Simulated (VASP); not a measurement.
A run of VASP 6.6.1 is set up as follows.

Contents of POSCAR:

```
Cd
3.0905
   -0.577357061964      0.577357061964      0.577357061964
    0.577357061964     -0.577357061964      0.577357061964
    0.577357061964      0.577357061964     -0.577357061964
Cd
1
Direct
    0.0000000000      0.0000000000      0.0000000000
```

The input INCAR.step1:

```
  ALGO = Normal
  EDIFF = 1E-5
  ENCUT = 500
  GGA = PE
  ISIF = 2
  ISMEAR = 1
  LASPH = T
  LCHARG = F
  LREAL = F
  LWAVE = T
  NELM = 80
  PREC = Accurate
  SIGMA = 0.1
```

Contents of INCAR.step2:

```
  ALGO = Normal
  EDIFF = 1E-6
  ENCUT = 500
  GGA = PE
  HFSCREEN = 0.3
  ISIF = 2
  ISMEAR = 1
  ISTART = 1
  IVDW = 2
  LASPH = T
  LCHARG = F
  LHFCALC = T
  LREAL = F
  LWAVE = F
  NELM = 80
  PREC = Accurate
  PRECFOCK = Normal
  SIGMA = 0.1
```

KPOINTS

```
k-points
0
Gamma
  5 5 5
```

Potentials or basis: VASP PAW PBE potentials, release 64 (Cd).

Run with:

```sh
$ cat potpaw_PBE.64/Cd/POTCAR > POTCAR
$ cp INCAR.step1 INCAR
$ mpirun -np 1 vasp_std > vasp.out
$ cp INCAR.step2 INCAR
$ mpirun -np 1 vasp_std > vasp.out
```

**Question.** Predict the dispersion energy per atom.

**Answer.** -0.330 eV.

**Question.** Estimate the pressure.

**Answer.** -3.6 GPa.

**Question.** What does it give for the band gap on the k mesh?

**Answer.** None (metal or under the smearing width).

Caveat: the k mesh is coarse (spacing up to 0.50 Å⁻¹), so the values aren't converged, least of all with exact exchange; atom-pairwise D2, TS and ULG terms overbind metals; the PAW data sets were made with another functional, which shifts forces and pressure a little; pairwise dispersion overbinds metals, which lowers pressure and volume.
